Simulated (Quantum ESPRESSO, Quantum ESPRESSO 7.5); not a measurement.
# Lattice constant of PbTe from LDA, PBEsol and PBE: PBEsol within 1 % of low-temperature diffraction

## Experimental context

The reference is the cubic lattice constant of rocksalt PbTe at 125 K, a = 6.4397 ± 0.0001 Å, measured by single-crystal x-ray diffraction on a fragment of a melt-grown crystal about 42 µm across ("Correlated local dipoles in PbTe", 2017, arXiv:1709.02863). The same crystal gave 6.4494 Å at 200 K and 6.4546 Å at 250 K, so the cell grows visibly with temperature. Two room-temperature powder studies, one on a vapour-grown crystal and one extrapolated to zero pressure from diamond-anvil data, lie near 6.46 Å. Diffraction yields the average cubic cell; local off-centre displacements, which are debated for this compound, cannot be read from a alone. The differences between these values are a few tenths of a per cent at most and follow the temperature for the most part.

| compared with | measured | source's wording or label | T (K) | method |
| --- | --- | --- | --- | --- |
| a (Å) | 6.4397 ± 0.0001 | 6.4397 ± 0.0001 A | 125 | single-crystal x-ray diffraction * |
| a (Å) | 6.4546 ± 0.0001 | 6.4546 ± 0.0001 A | 250 | single-crystal x-ray diffraction |
| a (Å) | 6.4494 ± 0.0001 | 6.4494 ± 0.0001 A | 200 | single-crystal x-ray diffraction |
| a (Å) | 6.46046 ± 0.00008 | 6.46046 ± 8e-05 A | room temperature | powder XRD, Rietveld refinement |
| a (Å) | 6.463 ± 0.003 | 6.463 ± 0.003 A | room temperature | powder XRD in diamond anvil cell, Rietveld refinement |

Where a quantity has several values, deviations refer to the one marked *.

Conditions are those given with the value in the passage it was taken from; "not stated" means there, and the paper may say more elsewhere. The values are a selection: others may have been left out beforehand as unlike or outlying.

## Aim and plan

We look for the cheapest level of theory that gives a within 1 % of the 125 K value, that is, within about 0.06 Å. This is fine enough to expose a functional that binds clearly too strongly or too weakly, and coarse enough that the temperature of the measurement does not decide the outcome. The calculations describe a static lattice. Judging by the measured expansion, cooling from 125 K and removing the zero-point motion should shrink the cell by roughly 0.2 %, which we keep in mind as an allowance and do not apply to the reference.

The model is the two-atom primitive cell, relaxed with its cubic symmetry kept. The starting cell from diffraction has a = 6.462 Å, larger than the reference and close to the room-temperature values. Spin-orbit coupling is left out; it matters greatly for the band edges of PbTe, but we expect only a small effect on the lattice constant. We begin with LDA at a low cutoff, test the basis and the k mesh, and go on to another functional if LDA misses the target or passes too narrowly.

System: PbTe (lead telluride), rocksalt; Fm-3m (No. 225), 2 atoms in the primitive cell; the database structure is a diffraction structure: a = 6.462 Å; structure from the Crystallography Open Database.

## 1. LDA at a low cutoff

LDA is the simplest functional, and the ultrasoft potentials permit a small plane-wave basis. LDA usually makes lattice constants too short by about 1 %, so the result may well fall near the edge of the target. This first relaxation shows on which side it lies and what a run costs.

**Run 1.** Quantum ESPRESSO 7.5: LDA, GBRV ultrasoft potentials, cell and atoms relaxed from the database structure, cutoff 29 Ry (density 232 Ry), 6x6x6 k mesh, Gaussian smearing 0.02 eV.

Key lines of the input:
```
! potential files: GBRV ultrasoft potentials, made for LDA
&control
  calculation = 'vc-relax'
  forc_conv_thr = 2.0d-4
  etot_conv_thr = 1.0d-5
  nstep = 60
/
&system
  nat = 2
  ntyp = 2
  ecutwfc = 29
  ecutrho = 232
  nbnd = 16
  occupations = 'smearing'
  smearing = 'gaussian'
  degauss = 0.00147
/
&electrons
  conv_thr = 1.0d-8
  electron_maxstep = 100
  mixing_beta = 0.4
/
&ions
/
&cell
  press_conv_thr = 0.5
/
ATOMIC_SPECIES
  Te 127.600 Te.upf
  Pb 207.200 Pb.upf
[... cell and positions ...]
K_POINTS automatic
  6 6 6 0 0 0
```

Command:
```
OMP_NUM_THREADS=1 mpirun -n 4 pw.x -nk 4 -in relax.in > relax.out
```

Selected lines of the output:
```
     kinetic-energy cutoff     =      29.0000  Ry
     bfgs converged in   5 scf cycles and   4 bfgs steps
CELL_PARAMETERS (angstrom)
   3.186892108   3.186892108   0.000000000
```

Converged; 11 s on 4 cores of Arm Neoverse V1, shared host.

| quantity | run 1 | measured | deviation |
| --- | --- | --- | --- |
| a (Å) | 6.3738 | 6.4397 ± 0.0001 | −0.0659 (−1.0 %) |
| conventional cell volume (Å³) | 258.94 |  |  |
| final pressure (GPa) | 0.013 |  |  |

LDA gives a = 6.3738 Å, 1.0 % below the reference. The shortfall of 0.0659 Å slightly exceeds the roughly 0.064 Å that 1 % allows, so this is a narrow miss. The sign and size are those usual for LDA. With so thin a margin, a small change from the basis or the k mesh could reverse the call, and the effect of neither is shown so far.

## 2. Cutoff and k mesh for LDA

At a cost of seconds per relaxation, it is worth settling the numerical side before changing the functional. We raise the cutoff in two steps, to 45 and 61 Ry, on the same k mesh, and repeat the 45 Ry relaxation on a coarser 4x4x4 mesh. We expect changes of a few thousandths of an ångström at most, which would still be enough to carry LDA across the limit.

**Run 2.** Quantum ESPRESSO 7.5: LDA, GBRV ultrasoft potentials, cell and atoms relaxed from the database structure, cutoff 45 Ry (density 360 Ry), 4x4x4 k mesh, Gaussian smearing 0.02 eV.

Key lines of the input, as changed from run 1:
```diff
  &system
-   ecutwfc = 29
-   ecutrho = 232
+   ecutwfc = 45
+   ecutrho = 360
  K_POINTS automatic
-   6 6 6 0 0 0
+   4 4 4 0 0 0
```

Selected lines of the output:
```
CELL_PARAMETERS (angstrom)
   3.186999223   3.186999223   0.000000000
```

Converged; 18 s of wall time.

**Run 3.** Quantum ESPRESSO 7.5: LDA, GBRV ultrasoft potentials, cell and atoms relaxed from the database structure, cutoff 45 Ry (density 360 Ry), 6x6x6 k mesh, Gaussian smearing 0.02 eV.

Key lines of the input, as changed from run 2:
```diff
  K_POINTS automatic
-   4 4 4 0 0 0
+   6 6 6 0 0 0
```

Selected lines of the output:
```
CELL_PARAMETERS (angstrom)
   3.186668181   3.186668181  -0.000000000
```

Converged; 23 s of wall time.

**Run 4.** Quantum ESPRESSO 7.5: LDA, GBRV ultrasoft potentials, cell and atoms relaxed from the database structure, cutoff 61 Ry (density 488 Ry), 6x6x6 k mesh, Gaussian smearing 0.02 eV.

Key lines of the input, as changed from run 1:
```diff
  &system
-   ecutwfc = 29
-   ecutrho = 232
+   ecutwfc = 61
+   ecutrho = 488
```

Command:
```
OMP_NUM_THREADS=1 mpirun -n 8 pw.x -nk 8 -in relax.in > relax.out
```

Selected lines of the output:
```
CELL_PARAMETERS (angstrom)
   3.187031861   3.187031861  -0.000000000
```

Converged; 89 s on 8 cores of Intel Xeon at 2.50GHz (Skylake/Cascade Lake), shared host.

| quantity | run 2 | run 3 | run 4 | measured |
| --- | --- | --- | --- | --- |
| a (Å) | 6.3740 | 6.3733 | 6.3741 | 6.4397 ± 0.0001 |
| conventional cell volume (Å³) | 258.96 | 258.88 | 258.97 |  |
| final pressure (GPa) | −0.002 | −0.002 | 0.006 |  |

The four LDA relaxations lie between 6.3733 and 6.3741 Å. The spread of 0.0008 Å is smaller than the margin by which LDA misses the limit, and on the 6x6x6 mesh the values do not move in one direction as the cutoff rises, so we read no trend into them. LDA stays just outside the target at every setting, 0.0656 Å short at the highest cutoff. It remains a narrow miss, with a margin too thin to rank LDA firmly against a level that passes equally narrowly. The low cutoff of the first run would have served as well for this functional.

## 3. PBEsol at the middle cutoff

The shortfall now calls for a different functional. PBEsol is a gradient-corrected functional designed for the equilibrium properties of solids, and it usually lengthens the LDA lattice constant by about the amount missing here. It remains semilocal, so the cost should stay close to that of LDA. We keep 45 Ry and the 6x6x6 mesh, which allows a direct comparison with the LDA run at the same settings, and expect a value well inside the target.

**Run 5.** Quantum ESPRESSO 7.5: PBEsol, GBRV ultrasoft potentials, cell and atoms relaxed from the database structure, cutoff 45 Ry (density 360 Ry), 6x6x6 k mesh, Gaussian smearing 0.02 eV.

Key lines of the input, as changed from run 3:
```diff
- ! potential files: GBRV ultrasoft potentials, made for LDA
+ ! potential files: GBRV ultrasoft potentials, made for PBEsol
```

Selected lines of the output:
```
     kinetic-energy cutoff     =      45.0000  Ry
     bfgs converged in   5 scf cycles and   4 bfgs steps
CELL_PARAMETERS (angstrom)
   3.217475683   3.217475683   0.000000000
```

Converged; 26 s on 4 cores of Arm Neoverse V1, shared host.

| quantity | run 5 | measured | deviation |
| --- | --- | --- | --- |
| a (Å) | 6.4350 | 6.4397 ± 0.0001 | −0.0047 (−0.1 %) |
| conventional cell volume (Å³) | 266.46 |  |  |
| final pressure (GPa) | 0.001 |  |  |

PBEsol gives a = 6.4350 Å, 0.0047 Å below the reference and well inside the 1 % target. The cell is about 0.06 Å longer than with LDA at the same cutoff and mesh. This shift belongs to the functional together with its own set of potentials, since both changed. The time is close to that of the LDA relaxation, so the improvement costs practically nothing.

The tests of cutoff and mesh were made with LDA and don't strictly carry over. A numerical error would, however, have to be far larger than the spread seen there to push PBEsol out of the target.

## 4. PBE at the same settings

PBE is the most widely used gradient-corrected functional and belongs to the same class of cost as PBEsol. If it also met the target, the choice between the two would be free as far as the lattice constant is concerned. We relax the cell with the same cutoff and mesh. PBE usually makes crystals of heavy elements too large by 1 to 2 %, so we expect a value above the reference and probably outside the target.

**Run 6.** Quantum ESPRESSO 7.5: PBE, GBRV ultrasoft potentials, cell and atoms relaxed from the database structure, cutoff 45 Ry (density 360 Ry), 6x6x6 k mesh, Gaussian smearing 0.02 eV.

Key lines of the input, as changed from run 3:
```diff
- ! potential files: GBRV ultrasoft potentials, made for LDA
+ ! potential files: GBRV ultrasoft potentials, made for PBE
```

Selected lines of the output:
```
     kinetic-energy cutoff     =      45.0000  Ry
     bfgs converged in   6 scf cycles and   5 bfgs steps
CELL_PARAMETERS (angstrom)
   3.280383659   3.280383659  -0.000000000
```

Converged; 68 s on 8 cores of Intel Xeon at 2.50GHz (Skylake/Cascade Lake), shared host.

| quantity | run 6 | measured | deviation |
| --- | --- | --- | --- |
| a (Å) | 6.5608 | 6.4397 ± 0.0001 | +0.1211 (+1.9 %) |
| conventional cell volume (Å³) | 282.40 |  |  |
| final pressure (GPa) | −0.003 |  |  |

PBE gives a = 6.5608 Å, 1.9 % above the reference and clearly outside the target. The sign and size are those expected of PBE for a crystal of heavy elements. At the same cutoff and mesh its cell is 0.1258 Å longer than that of PBEsol, so two functionals of the same class differ here by more than the whole 1 % allowance. For the lattice constant of PbTe the choice between them is therefore not free.

## Overview

| run | settings | a (Å) | deviation | cost |
| --- | --- | --- | --- | --- |
| 1 | LDA, cutoff 29 Ry (density 232 Ry), 6x6x6 k mesh | 6.3738 | −0.0659 (−1.0 %) | under 1 core-min |
| 2 | LDA, cutoff 45 Ry (density 360 Ry), 4x4x4 k mesh | 6.3740 | −0.0657 (−1.0 %) | 72 core-s |
| 3 | LDA, cutoff 45 Ry (density 360 Ry), 6x6x6 k mesh | 6.3733 | −0.0664 (−1.0 %) | 92 core-s |
| 4 | LDA, cutoff 61 Ry (density 488 Ry), 6x6x6 k mesh | 6.3741 | −0.0656 (−1.0 %) | 12 core-min |
| 5 | PBEsol, cutoff 45 Ry (density 360 Ry), 6x6x6 k mesh | 6.4350 | −0.0047 (−0.1 %) | 1.7 core-min |
| 6 | PBE, cutoff 45 Ry (density 360 Ry), 6x6x6 k mesh | 6.5608 | +0.1211 (+1.9 %) | 9.1 core-min |
|  | measured | 6.4397 ± 0.0001 |  |  |

Further runs on the same system, made beside this series (convergence steps with loose settings among them):

| further | settings | a (Å) | deviation | cost | status |
| --- | --- | --- | --- | --- | --- |
| F1 | vdW-DF-cx, cutoff 45 Ry (density 360 Ry), 6x6x6 k mesh, PBE files | 6.4558 | +0.0161 (+0.2 %) | 22 core-min | warnings: WARNING: bfgs curvature condition failed, Theta= 0.973 |
| F2 | PBEsol+D3(BJ), cutoff 45 Ry (density 360 Ry), 6x6x6 k mesh | 6.3519 | −0.0878 (−1.4 %) | 6.2 core-min |  |
| F3 | BLYP, cutoff 45 Ry (density 360 Ry), 6x6x6 k mesh, PBE files | 6.7333 | +0.2936 (+4.6 %) | 7.8 core-min |  |
|  | measured | 6.4397 ± 0.0001 |  |  |  |

## Assessment

PBEsol meets the target. Its lattice constant of 6.4350 Å lies 0.1 % below the 125 K value, at a cost of 1.7 core-minutes. LDA misses narrowly at every cutoff and mesh, and PBE is clearly too large at +1.9 %.

The difference of 0.0047 Å should not be taken as the accuracy of PBEsol. The calculation describes a static lattice, and the allowance of roughly 0.2 % for thermal and zero-point expansion would turn the small shortfall into an excess of about 0.1 %. PBEsol passes either way. The same allowance would bring LDA inside the limit. Contrary to what the plan assumed, temperature and zero-point motion thus do decide the call for LDA, and the data do not firmly separate it from a passing level.

The change of functional was the decisive step. The LDA tests showed that the cutoff does not explain its shortfall, and the dearest of them, at 61 Ry, changed nothing of substance. The 4x4x4 and 6x6x6 meshes agree closely; a denser mesh is not shown in this report. A convergence test for PBEsol itself is not shown in this report.

Further runs support the choice of plain PBEsol. Adding D3(BJ), with its three-body term on, shortens the cell to 1.4 % below the reference, which suggests that the correction adds attraction PBEsol does not need here. vdW-DF-cx also passes, at +0.2 %, but at a higher listed cost, though timings from different shared machines compare only roughly; its relaxation warned of a failed curvature condition in the optimiser, and it used PBE potentials. BLYP, also with PBE potentials, is 4.6 % too large.

The effect of spin-orbit coupling on the cell is generally small against a 1 % target but is not shown in this report, nor is that of local off-centring, which the symmetry of the relaxations excludes. Some cancellation between these omissions and the error of the functional is therefore possible. The result supports PBEsol for the average cubic cell, not for the band edges or the soft optical mode.

[Logs are printed without paths, hosts, clocks, repeated set-up lines and the standing remarks that a program may print on its own settings, such as how far it seeks lower states.]

[The runs shown are a pick from a larger set of finished runs; failed, doubtful and other runs were left out of it ahead of writing. So were measured values far from every level or from commonly accepted values, and agreement can look better than it is. Lines of input and output are excerpts and may be shortened.]
